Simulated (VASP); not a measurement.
# Au in VASP: settings compared, part 2 of 3

VASP 6.6.1. The steps go on from the part before.

### Step 3. Work function, revPBE

File INCAR:

```
SYSTEM = Au
PREC = Accurate ; ENCUT = 520
EDIFF = 1E-6 ; ISMEAR = -1
SIGMA = 0.05 ; LREAL = .FALSE.
LASPH = .TRUE. ; NELM = 60
ALGO = Normal ; ISIF = 2
LWAVE = .FALSE. ; LCHARG = .TRUE.
LDIPOL = .TRUE. ; IDIPOL = 3
DIPOL = 0.5 0.5 0.294 ; GGA = RE
LELF = .TRUE. ; LVHAR = .TRUE.
LVACPOTAV = .TRUE.
```

File KPOINTS:

```
regular mesh
0
G
  10 10 1
  0 0 0
```

File POSCAR:

```
Au
1.0
    2.6622700000      0.0000000000      0.0000000000
    0.0000000000      2.6617000000      0.0000000000
    0.0000000000      0.0000000000     23.8000000000
Au
1
Direct
    0.0000000000      0.5000000000      0.2941200000
```

Potentials or basis: VASP PAW PBE potentials, release 64 (Au).

Started as:

```sh
> cat potpaw_PBE.64/Au/POTCAR > POTCAR
> mpirun -np 1 vasp_std > vasp.out
```

OUTCAR:

```text
SYSTEM = Au
   PREC = Accurate
   ENCUT = 520
   EDIFF = 1E-6
   ISMEAR = -1
   LREAL = .FALSE.
   LASPH = .TRUE.
   NELM = 60
   ISIF = 2
   GGA = RE

 ion  position               nearest neighbor table
   1  0.000  0.500  0.294-

  LATTYP: Found a simple orthorhombic cell.
 ALAT       =     2.6617000000
 B/A-ratio  =     1.0002141489
 C/A-ratio  =     8.9416538303

  Lattice vectors:

 A1 = (   0.0000000000,  -2.6617000000,   0.0000000000)
 A2 = (   2.6622700000,   0.0000000000,   0.0000000000)
 A3 = (   0.0000000000,   0.0000000000,  23.8000000000)

Analysis of symmetry for initial positions (statically):
=====================================================================
 Subroutine PRICEL returns:
 Original cell was already a primitive cell.

 Routine SETGRP: Setting up the symmetry group for a
 simple orthorhombic supercell.

 Subroutine GETGRP returns: Found  8 space group operations
 (whereof  4 operations were pure point group operations)
 out of a pool of  8 trial point group operations.

The static configuration has the point symmetry C_2v.
 The point group associated with its full space group is D_2h.

[... 169 lines left out ...]
 k-point     1 :       0.0000    0.0000    0.0000
  band No.  band energies     occupation
      1     -10.5641      2.00000
      2      -9.5946      2.00000
      3      -6.7922      2.00000
      4      -5.4906      2.00000
      5      -5.4892      2.00000
      6      -4.8612      2.00000
      7      -2.2423      0.00000
      8       1.1213      0.00000
      9       1.4610      0.00000
[... 265 lines left out ...]
 k-point    24 :       0.5000    0.3000    0.0000
  band No.  band energies     occupation
      1      -8.6757      2.00000
      2      -7.6312      2.00000
      3      -6.7901      2.00000
      4      -6.2275      2.00000
      5      -5.4592      2.00000
      6       0.5121      0.00000
      7       0.8241      0.00000
      8       5.3784      0.00000
      9       7.0856      0.00000

 [... further k-points ...]

------------------------ aborting loop because EDIFF is reached ----------------------------------------

  FORCE on cell =-STRESS in cart. coord.  units (eV):
  Direction    XX          YY          ZZ          XY          YZ          ZX
  --------------------------------------------------------------------------------------
  -------------------------------------------------------------------------------------
  Total        0.4168653      0.4251824     -0.0125210      0.0000000      0.0000000      0.0000000
  in kB        3.9602093      4.0392220     -0.1189491      0.0000000      0.0000000      0.0000000
  external PRESSURE =       2.6268274 kB  Pullay stress =       0.0000000 kB

 VOLUME and BASIS-vectors are now :
 -----------------------------------------------------------------------------
  energy-cutoff  :      520.00
  volume of cell :      168.65
      direct lattice vectors                 reciprocal lattice vectors
     2.662270000  0.000000000  0.000000000     0.375619302  0.000000000  0.000000000
     0.000000000  2.661700000  0.000000000     0.000000000  0.375699741  0.000000000
     0.000000000  0.000000000 23.800000000     0.000000000  0.000000000  0.042016807

 POSITION                                       TOTAL-FORCE (eV/Angst)
 -----------------------------------------------------------------------------------
      0.00000      1.33085      7.00006         0.000000      0.000000      0.000000
 -----------------------------------------------------------------------------------
    total drift:                               -0.000000      0.000000     -0.000160

  FREE ENERGIE OF THE ION-ELECTRON SYSTEM (eV)
  ---------------------------------------------------
  free  energy   TOTEN  =        -2.2842913836 eV

  energy  without entropy=       -2.2788342908  energy(sigma->0) =       -2.28156284

 vacuum level on the upper side and lower side of the slab         1.429         1.429
```

OSZICAR:

```text
N       E                     dE             d eps       ncg     rms          rms(c)
DAV:   1     0.732487638058E+02    0.73249E+02   -0.34139E+03   648   0.810E+02
DAV:   2    -0.285217761601E+00   -0.73534E+02   -0.65862E+02  1125   0.131E+02
DAV:   3    -0.244928843828E+01   -0.21641E+01   -0.20739E+01   777   0.363E+01
DAV:   4    -0.247074891395E+01   -0.21460E-01   -0.21458E-01   750   0.312E+00
DAV:   5    -0.247103866032E+01   -0.28975E-03   -0.28966E-03   802   0.426E-01    0.533E+00
DAV:   6    -0.229159198423E+01    0.17945E+00   -0.78630E-01   824   0.776E+00    0.386E+00
DAV:   7    -0.228532756688E+01    0.62644E-02   -0.17912E-02   685   0.109E+00    0.203E+00
DAV:   8    -0.228430035173E+01    0.10272E-02   -0.27690E-03   757   0.538E-01    0.122E-01
DAV:   9    -0.228427085462E+01    0.29497E-04   -0.16226E-04   825   0.135E-01    0.473E-02
DAV:  10    -0.228428395931E+01   -0.13105E-04   -0.31651E-05   739   0.426E-02    0.391E-03
DAV:  11    -0.228428717212E+01   -0.32128E-05   -0.80578E-07   829   0.793E-03    0.247E-03
DAV:  12    -0.228429061972E+01   -0.34476E-05   -0.73629E-07   756   0.586E-03    0.141E-03
DAV:  13    -0.228429138359E+01   -0.76387E-06   -0.45973E-08   803   0.158E-03
   1 F= -.22842914E+01 E0= -.22815628E+01  d E =-.545709E-02
```

stdout:

```text
POSCAR found type information on POSCAR Au
 POSCAR found :  1 types and       1 ions
 scaLAPACK will be used
 -----------------------------------------------------------------------------
|                                                                             |
[... 23 lines left out ...]
|     field-free region was found. Please increase the size of  your cell     |
|     in the dimension of the dipole correction to obtain accurate            |
|     workfunction values.                                                    |
|                                                                             |
 -----------------------------------------------------------------------------
```

Wall time 25 s (1 thread of Intel Xeon 6975P-C (Granite Rapids), shared host); peak memory 0.27 GiB.

What came out:

```yaml
Free_energy: -2.2843 eV
Band_gap_on_the_k_mesh: none (metal or under the smearing width)
Work_function_of_the_upper_face: 5.60 eV
Work_function_of_the_lower_face: 5.60 eV
```

Levels at points of the mesh, in eV from the Fermi level:
```tsv
k point	band 2	band 3	band 4	band 5	band 6	band 7	band 8	band 9
(0.00, 0.00, 0.00)	-5.43	-2.62	-1.32	-1.32	-0.69	1.93	5.29	5.63
(0.50, 0.00, 0.00)	-3.84	-2.32	-1.83	-1.09	1.81	3.95	6.85	9.79
(0.00, 0.50, 0.00)	-3.84	-2.32	-1.83	-1.09	1.81	3.96	6.85	9.79
(0.50, 0.50, 0.00)	-3.25	-3.25	-1.45	0.61	6.72	6.72	9.39	12.04
```

Caveat: the PAW data sets were made with another functional, which shifts forces and pressure a little. Spin-orbit coupling is left out, which matters for the levels of Au.

### Step 4. Work function, BLYP

INCAR: that of step 3 with these lines changed.

```diff
@@ -8,3 +8,5 @@
 LDIPOL = .TRUE. ; IDIPOL = 3
-DIPOL = 0.5 0.5 0.294 ; GGA = RE
+DIPOL = 0.5 0.5 0.294 ; GGA = B5
+ALDAX = 1.0 ; AGGAX = 1.0
+AGGAC = 1.0 ; ALDAC = 0.0
 LELF = .TRUE. ; LVHAR = .TRUE.
```

KPOINTS is that of step 3.

POSCAR is that of step 3.

Potentials or basis: VASP PAW PBE potentials, release 64 (Au).

Started as:

```sh
> cat potpaw_PBE.64/Au/POTCAR > POTCAR
> mpirun -np 1 vasp_std > vasp.out
```

OUTCAR:

```text
SYSTEM = Au
   PREC = Accurate
   ENCUT = 520
   EDIFF = 1E-6
   ISMEAR = -1
   LREAL = .FALSE.
   LASPH = .TRUE.
   NELM = 60
   ISIF = 2
   GGA = B5

 ion  position               nearest neighbor table
   1  0.000  0.500  0.294-

  LATTYP: Found a simple orthorhombic cell.
 ALAT       =     2.6617000000
 B/A-ratio  =     1.0002141489
 C/A-ratio  =     8.9416538303

  Lattice vectors:

 A1 = (   0.0000000000,  -2.6617000000,   0.0000000000)
 A2 = (   2.6622700000,   0.0000000000,   0.0000000000)
 A3 = (   0.0000000000,   0.0000000000,  23.8000000000)

Analysis of symmetry for initial positions (statically):
=====================================================================
 Subroutine PRICEL returns:
 Original cell was already a primitive cell.

 Routine SETGRP: Setting up the symmetry group for a
 simple orthorhombic supercell.

 Subroutine GETGRP returns: Found  8 space group operations
 (whereof  4 operations were pure point group operations)
 out of a pool of  8 trial point group operations.

The static configuration has the point symmetry C_2v.
 The point group associated with its full space group is D_2h.

Analysis of symmetry for dynamics (positions and initial velocities):
[... 163 lines left out ...]
 val. band max:       -4.0707971374   @ k =   0.4000   0.5000   0.0000
 cond. band min:      -3.6902259218   @ k =   0.4000   0.1000   0.0000
 fundamental gap:      0.3805712156
 Fermi energy:        -4.0071427727

 k-point     1 :       0.0000    0.0000    0.0000
  band No.  band energies     occupation
      1     -10.3913      2.00000
      2      -9.4615      2.00000
      3      -6.6779      2.00000
      4      -5.3240      2.00000
      5      -5.3226      2.00000
      6      -4.7087      2.00000
      7      -2.2265      0.00000
      8       1.3260      0.00000
      9       1.6992      0.00000
[... 265 lines left out ...]
 k-point    24 :       0.5000    0.3000    0.0000
  band No.  band energies     occupation
      1      -8.5135      2.00000
      2      -7.4778      2.00000
      3      -6.6328      2.00000
      4      -6.0718      2.00000
      5      -5.3104      2.00000
      6       0.6177      0.00000
      7       1.0175      0.00000
      8       5.3382      0.00000
      9       7.1830      0.00000

 [... further k-points ...]
[... 5 lines left out ...]
  --------------------------------------------------------------------------------------
  -------------------------------------------------------------------------------------
  Total        1.0914641      1.0997509     -0.0119420      0.0000000      0.0000000      0.0000000
  in kB       10.3688809     10.4476050     -0.1134489      0.0000000      0.0000000      0.0000000
  external PRESSURE =       6.9010123 kB  Pullay stress =       0.0000000 kB

 VOLUME and BASIS-vectors are now :
 -----------------------------------------------------------------------------
  energy-cutoff  :      520.00
  volume of cell :      168.65
      direct lattice vectors                 reciprocal lattice vectors
     2.662270000  0.000000000  0.000000000     0.375619302  0.000000000  0.000000000
     0.000000000  2.661700000  0.000000000     0.000000000  0.375699741  0.000000000
     0.000000000  0.000000000 23.800000000     0.000000000  0.000000000  0.042016807

 POSITION                                       TOTAL-FORCE (eV/Angst)
 -----------------------------------------------------------------------------------
      0.00000      1.33085      7.00006         0.000000      0.000000      0.000000
 -----------------------------------------------------------------------------------
    total drift:                                0.000000      0.000000     -0.000052

  FREE ENERGIE OF THE ION-ELECTRON SYSTEM (eV)
  ---------------------------------------------------
  free  energy   TOTEN  =        -2.2052560872 eV

  energy  without entropy=       -2.1999017106  energy(sigma->0) =       -2.20257890

 vacuum level on the upper side and lower side of the slab         1.458         1.458
```

Run time: 42 s. Hardware: 1 thread of Intel Xeon 6975P-C (Granite Rapids), shared host; peak memory 0.27 GiB.

What came out:

```
Free energy                     : -2.2053 eV
Band gap on the k mesh          : none (metal or under the smearing width)
Work function of the upper face : 5.47 eV
Work function of the lower face : 5.47 eV
```

Caveat: the PAW data sets were made with another functional, which shifts forces and pressure a little. The run has no spin-orbit coupling, so splittings on Au are missing.

(Continued in part 3 of 3.)
